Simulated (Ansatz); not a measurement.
Level of theory: DFT PBE, scalar-relativistic, plane waves, PAW in Ansatz 0.2.0.

Levels along Γ–X–M–Γ–Z | Z0–M | X–P–N–Γ, in eV from the Fermi level, sorted by energy at each point. Points in fractions of the primitive reciprocal vectors: Γ (0.000 0.000 0.000), X (0.000 0.000 0.500), M (-0.500 0.500 0.500), Z (0.413 0.413 -0.413), Z0 (-0.413 0.587 0.413), P (0.250 0.250 0.250), N (0.000 0.500 0.000).
```
point  k (1/Å, with 2π)  band 22  band 23  band 24  band 25  band 26  band 27  band 28
    Γ             0.000    -1.94    -1.37    -1.19    -1.19    -0.79    -0.35     0.10
    -             0.105    -1.62    -1.47    -1.36    -1.14    -0.70    -0.23     0.34
    -             0.210    -1.73    -1.70    -1.39    -1.01    -0.70     0.43     0.89
    -             0.315    -2.04    -2.04    -1.31    -0.88    -0.80     1.36     1.56
    -             0.419    -2.34    -2.12    -1.27    -0.88    -0.77     1.81     2.06
    -             0.524    -2.57    -1.81    -1.26    -0.94    -0.70     1.45     1.61
    -             0.629    -2.72    -1.54    -1.25    -0.96    -0.66     1.00     1.36
    X             0.734    -2.78    -1.42    -1.25    -0.97    -0.64     0.82     1.27
    -             0.839    -2.61    -1.78    -1.52    -0.84    -0.58     1.27     1.71
    -             0.944    -2.48    -2.31    -2.10    -0.37    -0.35     2.22     2.66
    -             1.049    -3.15    -2.60    -2.06     0.06     0.25     3.33     3.69
    -             1.153    -3.15    -2.94    -1.90     0.67     0.96     3.38     3.87
    -             1.258    -3.15    -3.14    -1.82     1.43     1.68     3.14     3.73
    -             1.363    -3.15    -3.15    -1.78     2.27     2.30     3.00     3.78
    M             1.468    -3.15    -3.15    -1.76     2.54     2.96     2.96     3.34
    -             1.616    -3.15    -3.15    -1.79     2.08     2.14     2.66     3.47
    -             1.765    -3.15    -2.85    -1.84     1.17     1.41     2.15     2.83
    -             1.913    -3.15    -1.94    -1.91     0.38     0.69     1.70     2.30
    -             2.061    -2.85    -1.92    -0.75    -0.27     0.09     1.34     1.85
    -             2.210    -2.19    -1.79    -0.76    -0.38    -0.37     0.82     1.00
    -             2.358    -1.60    -1.47    -1.25    -1.08    -0.64    -0.09     0.50
    Γ             2.506    -1.94    -1.37    -1.19    -1.19    -0.79    -0.35     0.10
    -             2.658    -1.94    -1.87    -1.59    -1.59    -1.40    -0.55     1.19
    -             2.810    -2.31    -2.17    -2.12    -2.12    -1.69    -0.44     2.70
    -             2.962    -2.84    -2.64    -1.57    -1.57    -1.37    -0.22     4.38
    -             3.113    -3.14    -2.91    -0.91    -0.91    -0.90     0.13     3.81
    -             3.265    -3.24    -3.07    -0.27    -0.12    -0.12     0.61     1.97
    -             3.417    -3.23    -3.17     0.16     0.68     0.79     0.79     1.26
    Z             3.568    -3.19    -3.19    -1.05     1.53     1.80     1.80     2.08
   Z0             3.568    -3.19    -3.19    -1.05     1.53     1.80     1.80     2.08
    -             3.600    -3.18    -3.18    -1.25     1.74     2.01     2.01     2.27
    -             3.633    -3.17    -3.17    -1.42     1.93     2.23     2.23     2.47
    -             3.665    -3.17    -3.17    -1.55     2.12     2.44     2.44     2.68
    -             3.697    -3.16    -3.16    -1.64     2.29     2.63     2.63     2.89
    -             3.729    -3.16    -3.16    -1.71     2.42     2.80     2.80     3.09
    -             3.761    -3.15    -3.15    -1.75     2.51     2.91     2.91     3.26
    M             3.793    -3.15    -3.15    -1.76     2.54     2.96     2.96     3.34
    X             3.793    -2.78    -1.42    -1.25    -0.97    -0.64     0.82     1.27
    -             3.885    -2.94    -1.35    -1.16    -0.73    -0.39     0.84     1.29
    -             3.977    -3.12    -1.16    -1.02    -0.11     0.24     0.91     1.35
    -             4.069    -3.30    -0.89    -0.84     0.64     0.96     1.10     1.45
    -             4.161    -3.40    -0.60    -0.54     1.17     1.24     1.58     1.88
    -             4.253    -3.50    -0.30    -0.14     1.20     1.38     1.75     1.87
    -             4.344    -3.59     0.04     0.30     0.83     1.31     1.63     1.92
    P             4.436    -3.68     0.42     0.42     0.78     0.78     1.89     1.89
    -             4.511    -3.66     0.22     0.22     0.64     0.64     2.07     2.07
    -             4.585    -3.61    -0.30    -0.30     0.52     0.52     2.30     2.30
    -             4.659    -3.54    -0.90    -0.90     0.43     0.43     2.58     2.58
    -             4.733    -3.44    -1.46    -1.46     0.36     0.36     2.92     2.92
    -             4.807    -3.30    -1.95    -1.95     0.30     0.30     3.30     3.30
    -             4.881    -3.14    -2.35    -2.35     0.26     0.26     3.72     3.72
    N             4.955    -3.03    -2.55    -2.55     0.25     0.25     4.06     4.06
    -             5.074    -2.94    -2.58    -2.49    -0.06     0.54     3.01     3.32
    -             5.192    -2.80    -2.59    -2.38    -0.34     0.64     2.04     2.66
    -             5.310    -2.62    -2.56    -2.21    -0.57     0.27     1.18     2.28
    -             5.428    -2.64    -2.23    -1.96    -0.76    -0.41     0.45     1.75
    -             5.546    -2.55    -1.81    -1.64    -1.10    -0.89    -0.10     1.26
    -             5.664    -1.75    -1.68    -1.39    -1.33    -0.90    -0.43     0.66
    Γ             5.782    -1.94    -1.37    -1.19    -1.19    -0.79    -0.35     0.10
```

The cell has space group I4/mcm, 6 atoms and 50 electrons in the valence of the PAW potentials, and holds 2 elements, among them Al; it is relaxed at this level.

Cutoff 420 eV, k mesh 10×10×10. No spin polarisation.

Q: Which material gives these bands?

A: Al₂Cu, conventional cell a = 6.052 Å, b = 6.052 Å, c = 4.883 Å, α = 90.00°, β = 90.00°, γ = 90.00°. Other compounds weren't ruled out.

Another cell of Al2Cu relaxed alike, in Fm-3m, lies 23 meV/atom lower, so this cell isn't the stable form at this level.

It was relaxed from a cell as deposited in COD.
